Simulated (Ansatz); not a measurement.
# Al: how the settings move a single-point run

Aim: see which settings change the result for Al, by how much, and at what cost.

Method: reference: DFT, PBE, PAW with Ansatz's default frozen-core files, scalar-relativistic, in Ansatz 0.2.0.

1 further run of the same task is left out (it didn't finish).

### 1 Starting point

It takes space group Fm-3m (No. 225, cubic). The conventional cell has a = 4.048 Å, b = 4.048 Å, c = 4.048 Å, α = 90.00°, β = 90.00°, γ = 90.00°. Around Al (site symmetry m-3m) lie 12 Al at 2.86 Å.

Coordinates:

```cif
data_structure
_symmetry_space_group_name_H-M 'P 1'
_symmetry_Int_Tables_number 1
_cell_length_a 2.8623
_cell_length_b 2.8623
_cell_length_c 2.8623
_cell_angle_alpha 60.000
_cell_angle_beta 60.000
_cell_angle_gamma 60.000
_cell_volume 16.58
loop_
_atom_site_label
_atom_site_type_symbol
_atom_site_fract_x
_atom_site_fract_y
_atom_site_fract_z
_atom_site_occupancy
Al1 Al 0.00000 0.00000 0.00000 1
```

### 2 Reference

The input, input.yaml:

```yaml
crystal:
  lattice:
    - [0.0, 2.02398, 2.02398]
    - [2.02398, 0.0, 2.02398]
    - [2.02398, 2.02398, 0.0]
  atoms:
    - { symbol: Al, position: [0.0, 0.0, 0.0] }
kpoints:
  mp_grid: { grid: [14, 14, 14] }
  band_path:
    path:
      - [0.0, 0.0, 0.0]
      - [0.5, 0.0, 0.5]
      - [0.625, 0.25, 0.625]
      - [0.375, 0.375, 0.75]
      - [0.0, 0.0, 0.0]
      - [0.5, 0.5, 0.5]
      - [0.5, 0.25, 0.75]
      - [0.5, 0.0, 0.5]
    npoints: 14
scf:
  occupations: { method: fermi_dirac, width: 0.05 }
hamiltonian:
  xc: pbe
  pseudopotentials: { kind: paw }
output:
  forces: true
  stress: true
  eigenvalues: true
  efg: { contact_densities: true }
  populations: true
  bader: true
  dos: { projected: true, de: 0.2, e_range: [-14, 8] }
  write_density: true
  write_potential: true
  elf: true
  volumetric_format: npy
```

Launch:

```bash
ansatz run input.yaml --threads 1 --pin off --max-ram 2048MiB --backend cpu --events-out ev --progress --plain --runs-dir out
```

### 3 Variant: lower_state_search light, n_extra_bands 32

Edit input.yaml of step 2 so:

```diff
@@ -22,2 +22,4 @@
   occupations: { method: fermi_dirac, width: 0.05 }
+  lower_state_search: light
+  n_extra_bands: 32
 hamiltonian:
@@ -31,7 +33 @@
   populations: true
-  bader: true
-  dos: { projected: true, de: 0.2, e_range: [-14, 8] }
-  write_density: true
-  write_potential: true
-  elf: true
-  volumetric_format: npy
```

What does the calculation give? Wanted: for each run, ending; energy change; pressure; gap; force.

As calculated:

```tsv
run	ending	energy change	pressure (GPa)	gap (eV)	force (eV/Å)	cycles	time
reference	converged	0	-0.6	0.00	0.00	6	5.3 s
1: lower_state_search light, n_extra_bands 32	converged	0.0 meV/atom	-0.6	0.00	0.00	6	3.7 s
```

Times don't compare one to one where runs were asked for different outputs or read a saved state (see the inputs); cycles may leave out searches for a lower state.

Residual by cycle in the longest SCF loop of each run; runs are numbered as in the table. The quantity is the density residual dr2, in eV.

```tsv
cycle	reference	run 1
1	1.7e-5	1.8e-5
2	5.5e-6	5.0e-6
3	1.3e-7	5.1e-8
4	1.7e-8	5.3e-9
5	2.1e-11	8.4e-12
6	4.9e-12	6.4e-13
```

The changed input (search for lower states and band count) leaves the energy the same to the digits printed.
